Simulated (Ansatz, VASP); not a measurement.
## Two plane-wave programs on NaI

The input INCAR:

```
PREC = Accurate
ENCUT = 520
EDIFF = 1E-6
ISMEAR = -1
SIGMA = 0.02
LREAL = F
LASPH = T
NELM = 80
ALGO = Normal
ISIF = 2
LWAVE = F
LCHARG = T
GGA = PE
LELF = T
LVHAR = T
NBANDS = 14
```

File KPOINTS:

```
Automatic mesh
0
Gamma
  8 8 8
```

Contents of POSCAR:

```
NaI
1.0
    0.0000000000      3.1359688285      3.2296280417
    3.1359688285      0.0000000000      3.2296280417
    3.1359688285      3.1359688285      0.0000000000
Na I
1 1
Direct
    0.0000000000      0.0000000000      0.0000000000
    0.5000000000      0.5000000000      0.5000000000
```

Input for Ansatz:

```yaml
crystal:
  lattice:
    - [0.0, 3.1359688285, 3.2296280417]
    - [3.1359688285, 0.0, 3.2296280417]
    - [3.1359688285, 3.1359688285, 0.0]
  atoms:
    - { symbol: Na, position: [0.0, 0.0, 0.0] }
    - { symbol: I, position: [0.5, 0.5, 0.5] }
kpoints:
  mp_grid: { grid: [8, 8, 8] }
  band_path:
    path:
      - [0.0, 0.0, 0.0]
      - [0.5, 0.0, 0.5]
      - [0.625, 0.25, 0.625]
      - [0.375, 0.375, 0.75]
      - [0.5, 0.5, 0.5]
      - [0.5, 0.25, 0.75]
    npoints: 1
hamiltonian:
  xc: pbe
scf:
  occupations: { method: fermi_dirac, width: 0.02 }
  n_extra_bands: 4
output:
  forces: true
  stress: true
  eigenvalues: true
```

Change from the starting cell: biaxial_xy strain -2.9%.

Alike in both runs: task single point; functional PBE; k mesh 8 × 8 × 8; occupations fermi-dirac, width 0.02 eV; no spin polarisation.

|  | VASP | Ansatz |
| --- | --- | --- |
| version | VASP 6.6.1 | Ansatz 0.2.0 |
| potentials or method | VASP PAW PBE potentials, release 64 (Na_pv, I) | plane waves, PAW |
| plane-wave cutoff (eV) | 520 | 420 |
| valence electrons in the cell | 14 | 26 |

|  | VASP | Ansatz | Ansatz less VASP |
| --- | --- | --- | --- |
| gap on the k mesh at the Fermi level (eV) | 3.81 | 3.81 | +0.004 |
| pressure (GPa) | 1.8 | 1.8 | -0.03 |
| largest component of the traceless stress (GPa) | 0.69 | 0.68 | -0.004 |

The functional is the same, so the differences come from potentials, cutoffs and numerics. The two sets of potentials don't hold the same shells in valence.

Caveats: spin-orbit coupling is left out, which moves the levels of the heavy elements.
